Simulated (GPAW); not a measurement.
A run of GPAW 26.7.0 is set up as follows.

The input run.py:

```python
from ase import Atoms
from ase.dft.bandgap import bandgap
from ase.io import write
from ase.units import Bohr, GPa
from gpaw import GPAW, PW
from gpaw.elf import elf_from_dft_calculation

atoms = Atoms(['Br', 'Br', 'Br', 'Br'],
              cell=[[3.36325, -2.32255, 0.0],
                    [3.36325, 2.32255, 0.0],
                    [0.0, 0.0, 8.7023]],
              scaled_positions=[[0.3651, 0.6349, 0.3901],
                                [0.1349, 0.8651, 0.8901],
                                [0.6349, 0.3651, 0.6099],
                                [0.8651, 0.1349, 0.1099]],
              pbc=True)

calc = GPAW(mode=PW(600),
            xc='PBE',
            kpts={'size': (7, 7, 3), 'gamma': True},
            occupations={'name': 'fermi-dirac', 'width': 0.05},
            nbands=26,
            convergence={'density': 1e-05, 'energy': 1e-05},
            maxiter=150,
            txt='gpaw.txt')
atoms.calc = calc
energy = atoms.get_potential_energy()
forces = atoms.get_forces()
stress = atoms.get_stress()
calc.write('gs.gpw')
write('result.traj', atoms)
print(f'Energy: {energy:.6f} eV')
print('Forces (eV/A):')
print(forces.round(4))
print('Stress (GPa):', (stress / GPa).round(3))
print('Fermi level:', round(calc.get_fermi_level(), 4), 'eV')
print(f'Gap: {bandgap(calc)[0]:.4f} eV, direct: {bandgap(calc, direct=True)[0]:.4f} eV')

# fields on the real-space grid
write('density.cube', atoms, data=calc.get_pseudo_density() * Bohr**3)
write('potential.cube', atoms, data=calc.get_electrostatic_potential())
write('elf.cube', atoms, data=elf_from_dft_calculation(calc).data)
```

Potentials or basis: GPAW PAW data sets (gpaw-data 1.2.1), pw.

The run is started by

```sh
$ OMP_NUM_THREADS=1 python run.py
```

Q: What does it give for the largest force?

A: 1.032 eV/Å.

Q: Predict the band gap on the k mesh.

A: 1.89 eV, indirect (least direct gap 1.91 eV).

Q: What does it give for the pressure?

A: 2.1 GPa.

Stress tensor (GPa, compression positive):
```
1.22 0.00 0.00
0.00 1.52 0.00
0.00 0.00 3.60
```

Caveat: an odd mesh through Γ misses points on the zone boundary, where band edges often lie; forces of over 1 eV/Å show positions far from the minimum, so gaps and moduli don't describe the material at rest.
